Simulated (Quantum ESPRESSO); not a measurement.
Crystal: Hf.

```
Hf
1.0
    -1.80500    1.80500    1.80500
     1.80500   -1.80500    1.80500
     1.80500    1.80500   -1.80500
Hf
1
Direct
  0.00000 0.00000 0.00000
```

This isn't the form of Hf at room conditions, which is hcp.

Base run:

| Quantity | Value |
| --- | --- |
| Program | Quantum ESPRESSO 7.5 |
| Functional | RPBE |
| Potentials or basis | SG15 PBE 1.2 |
| Cutoff | 884 eV |
| Density cutoff | 3537 eV |
| k mesh | 10 × 10 × 10 |
| Occupations | fermi-dirac, width 0.05 eV |
| Spin | no spin polarisation |

Its results: band gap on the k mesh none (metal or under the smearing width); pressure 0.2 GPa.

Question: After a change of settings the same cell gave: band gap on the k mesh none (metal or under the smearing width); pressure -8.3 GPa. Which change was it?
A. functional from RPBE to LDA
B. functional from RPBE to TASK; k mesh from 10 × 10 × 10 to 8 × 8 × 8
C. functional from RPBE to AM05
D. functional from RPBE to r2SCAN; k mesh from 10 × 10 × 10 to 8 × 8 × 8

Answer: C.

AM05 binds more tightly than RPBE, so the same cell stands under less pressure.

Caveats: the potentials were made for another functional, which shifts forces and pressure; spin-orbit coupling is left out, which moves the levels of the heavy elements.

Runs at the PBE level aren't shown here.
